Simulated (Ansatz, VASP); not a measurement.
Si: VASP beside Ansatz

Contents of INCAR:

```
SYSTEM = Si
ALGO = Normal
EDIFF = 1E-6
ENCUT = 520
GGA = PE
ISIF = 2
ISMEAR = 0
LASPH = .TRUE.
LCHARG = .TRUE.
LELF = .TRUE.
LREAL = .FALSE.
LVHAR = .TRUE.
LWAVE = .FALSE.
NBANDS = 21
NELM = 60
PREC = Accurate
SIGMA = 0.05
```

File KPOINTS:

```
k-points
0
G
  8 8 3
  0 0 0
```

POSCAR

```
Si
1.0
    2.7154700000     -2.7154700000      0.0000000000
    2.7154700000      0.0000000000     -2.7154700000
    5.4309400000      5.4309400000      5.4309400000
Si
6
Direct
    0.6666666667      0.6666666667      0.8333333333
    1.0000000000      0.0000000000      0.5000000000
    0.3333333333      0.3333333333      0.1666666667
    0.6666666667      0.6666666667      0.0833333333
    1.0000000000      1.0000000000      0.7500000000
    0.3333333333      0.3333333333      0.4166666667
```

Input for Ansatz:

```yaml
crystal:
  lattice:
    - [2.71547, -2.71547, 0.0]
    - [2.71547, 0.0, -2.71547]
    - [5.43094, 5.43094, 5.43094]
  atoms:
    - { symbol: Si, position: [0.6666666667, 0.6666666667, 0.8333333333] }
    - { symbol: Si, position: [1.0, 0.0, 0.5] }
    - { symbol: Si, position: [0.3333333333, 0.3333333333, 0.1666666667] }
    - { symbol: Si, position: [0.6666666667, 0.6666666667, 0.0833333333] }
    - { symbol: Si, position: [1.0, 1.0, 0.75] }
    - { symbol: Si, position: [0.3333333333, 0.3333333333, 0.4166666667] }
basis:
  ecutwfc: 420
kpoints:
  mp_grid: { grid: [8, 8, 3] }
hamiltonian:
  xc: pbe
scf:
  occupations: { method: gaussian, width: 0.05 }
output:
  forces: true
  stress: true
  eigenvalues: true
  write_density: true
  write_potential: true
  elf: true
  volumetric_format: npy
```

Alike in both runs: task single point; functional PBE; k mesh 8 × 8 × 3; occupations gaussian, width 0.05 eV; no spin polarisation.

|  | VASP | Ansatz |
| --- | --- | --- |
| version | VASP 6.6.1 | Ansatz 0.2.0 |
| potentials or method | VASP PAW PBE potentials, release 64 (Si) | scalar-relativistic, plane waves, PAW |
| plane-wave cutoff (eV) | 520 | 420 |
| valence electrons in the cell | 24 | 24 |

Ansatz gave:

```
gap on the k mesh at the Fermi level (eV) : 0.68
least direct gap on the mesh (eV)         : 1.75
pressure (GPa)                            : 2.0
```

Question: What did VASP give for the same quantities?

Answer: gap on the k mesh at the Fermi level (eV): 0.69; least direct gap on the mesh (eV): 1.75; pressure (GPa): 1.9.

Caveats: an odd mesh through Γ misses points on the zone boundary, where band edges often lie.
